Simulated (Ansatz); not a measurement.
Bi in several cubic structure types, each at its own equilibrium volume.

Theory: Ansatz, PBE, plane waves, PAW datasets (generated soft set 1).

Settings: cutoff 420 eV; no spin polarisation; Fermi–Dirac smearing of 0.0612 eV; k-meshes 38³ (bcc), 26³ (diamond), 37³ (fcc), 33³ (simple cubic).

Question: Rank the structures by energy per atom, lowest first.
A. simple cubic
B. fcc
C. bcc
D. diamond

Answer: A (0.0 meV/atom), C (86 meV/atom), B (139 meV/atom), D (150 meV/atom).

Question: Give the equilibrium volume and bulk modulus of each.

Answer: 
```tsv
structure	V₀ (Å³/atom)	B₀ (GPa)
bcc	31.61	52
diamond	48.40	29
fcc	31.78	52
simple cubic	35.17	46
```

Only these cubic types are compared here; the real ground state can be another structure or magnetic.

Model structures, not the usual forms at ambient conditions (metastable or hypothetical): Bi (bcc type), Bi (diamond type), Bi (fcc type), Bi (simple cubic type). Spin–orbit coupling is left out, which matters for 6p elements such as Tl, Pb and Bi.
